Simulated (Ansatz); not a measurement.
The system is Re.

```xyz
4
Lattice="2.7664 0.0000 0.0000 -1.3832 2.3958 0.0000 0.0000 0.0000 8.9388" Properties=species:S:1:pos:R:3 pbc="T T T"
Re    1.3832    0.7986    6.7041
Re    0.0000    0.0000    4.4694
Re    0.0000    1.5972    2.2347
Re    0.0000    0.0000    0.0000
```

* Program: Ansatz 0.2.0
* Task: relaxation of cell and atoms
* Functional: r2SCAN
* Dispersion: rVV10
* Potentials or basis: Ansatz PAW
* Cutoff: 500 eV (not typed: the program's choice for these potentials)
* k mesh: 11 × 11 × 3
* Occupations: fermi-dirac, width 0.05 eV
* Spin: no spin polarisation

At the start: volume 14.81 Å³/atom.

How do energy, volume and symmetry change on relaxing?

It ends after 4 steps and the volume is 14.58 Å³/atom (-1.5 %); space group P6_3/mmc (No. 194, to 0.05 Å).

The path:
```csv
step,energy change (eV),largest force (eV/Å),volume (Å³)
1,0.0000,0.0000,59.24
2,-0.0171,0.0000,58.41
3,-0.0172,0.0000,58.34
4,-0.0170,0.0000,58.34
```

Final structure:
```
Re
1.0
     2.75065    0.00000    0.00000
    -1.37533    2.38213    0.00000
     0.00000    0.00000    8.90353
Re
4
Direct
  0.66667 0.33333 0.75000
  0.00000 0.00000 0.50000
  0.33333 0.66667 0.25000
  0.00000 0.00000 0.00000
```

Caveat: the plane-wave basis is chosen anew once the cell has moved, so the energies of steps on either side of that aren't comparable; the PAW data sets come from PBE, with cores solved anew for the run's functional, which leaves a small shift of forces and pressure.
